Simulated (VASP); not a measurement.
Set up this calculation in VASP 6.6.1, as the native input.

```yaml
Task: single point
Functional: PBE
Potentials_or_basis: VASP PAW PBE potentials, release 64 (B, P)
Cutoff: 520 eV
k_mesh: 12 × 12 × 4
Occupations: gaussian, width 0.1 eV
Spin: no spin polarisation
Dipole_correction: no
Further_INCAR_settings: ALGO = Fast; EDIFF = 1e-07; NBANDS = 36
```

The structure of BP lies in POSCAR:

```
BP
1.0
    5.0586373320      0.0000000000      0.0000000000
   -2.5293186660      4.3809084380      0.0000000000
    0.0000000000      0.0000000000      9.7437035841
B P
6 6
Direct
    0.8445215052      0.4222607526      0.0833333333
    0.5777392474      0.4222607526      0.4166666667
    0.4222607526      0.8445215052      0.2500000000
    0.5777392474      0.1554784948      0.7500000000
    0.1554784948      0.5777392474      0.5833333333
    0.4222607526      0.5777392474      0.9166666667
    0.6314709373      0.2629418745      0.2500000000
    0.2629418745      0.6314709373      0.0833333333
    0.3685290627      0.6314709373      0.4166666667
    0.7370581255      0.3685290627      0.5833333333
    0.6314709373      0.3685290627      0.9166666667
    0.3685290627      0.7370581255      0.7500000000
```

The cell was built by a generator and needn't be a form met in nature.

One way to write it, as run:

INCAR

```
SYSTEM = BP
PREC     = Accurate       ! precision mode
ENCUT    = 520            ! plane-wave cutoff, eV
EDIFF    = 1E-7           ! SCF threshold, eV
ISMEAR   = 0              ! smearing method
SIGMA    = 0.1            ! smearing width, eV
LREAL    = .False.        ! projectors in reciprocal space
LASPH    = .True.         ! aspherical terms in the spheres
NELM     = 100            ! most SCF steps
ALGO     = Fast           ! electronic algorithm
ISIF     = 2              ! what is computed and relaxed
LWAVE    = .False.        ! write WAVECAR
LCHARG   = .True.         ! write CHGCAR
GGA      = PE             ! functional
LELF     = .True.         ! ELF
LVHAR    = .True.       
NBANDS   = 36             ! bands
```

KPOINTS

```
regular mesh
0
Gamma
  12 12 4
  0 0 0
```

Potentials or basis: VASP PAW PBE potentials, release 64 (B, P).

The run is started by

```bash
$ cat potpaw_PBE.64/B/POTCAR potpaw_PBE.64/P/POTCAR > POTCAR
$ mpirun -np 1 vasp_std > vasp.out
```

It gave:

| Quantity | Value |
| --- | --- |
| Pressure | -0.2 GPa |
| Largest force | 0.009 eV/Å |
| Band gap on the k mesh | none (metal or under the smearing width) |

Wall time 9.9 min on 1 thread of Intel(R) Xeon(R) Platinum 8175M CPU @ 2.50GHz (Skylake/Cascade Lake) (shared host), peak memory 0.52 GiB.
